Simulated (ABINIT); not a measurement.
The system is W.

```xyz
1
Lattice="0.0000 2.0300 2.0300 2.0300 0.0000 2.0300 2.0300 2.0300 0.0000" Properties=species:S:1:pos:R:3 pbc="T T T"
W     0.0000    0.0000    0.0000
```

This isn't the form of W at room conditions, which is bcc.

| Item | Value |
| --- | --- |
| Program | ABINIT 10.8.3 (patched build) |
| Task | relaxation of cell and atoms |
| Functional | PBEsol |
| Potentials or basis | JTH PAW PBE v2.0 |
| Cutoff | 435 eV |
| k mesh | 11 × 11 × 11 |
| Occupations | fermi-dirac, width 0.05 eV |
| Spin | no spin polarisation |

At the start: pressure -12.1 GPa; volume 16.73 Å³/atom.

Question: Where does the relaxation end?

Answer: Over 4 steps the energy falls by 27.3 meV/atom and the volume is 16.04 Å³/atom (-4.2 %); space group Fm-3m (No. 225, to 0.05 Å).

The path:
```tsv
step	energy change (eV)	largest force (eV/Å)	pressure (GPa)	volume (Å³)
1	0.0000	0.0000	-12.11	16.73
2	-0.0269	0.0000	-1.62	16.12
3	-0.0272	0.0000	0.13	16.03
4	-0.0273	0.0000	-0.01	16.04
```

Final structure:
```yaml
crystal:
  lattice:
    - [0.00000, 2.00151, 2.00151]
    - [2.00151, 0.00000, 2.00151]
    - [2.00151, 2.00151, 0.00000]
  atoms:
    - { symbol: W, position: [0.00000, 0.00000, 0.00000] }
```

Caveat: the PAW data sets were made with another functional, which shifts forces and pressure a little.
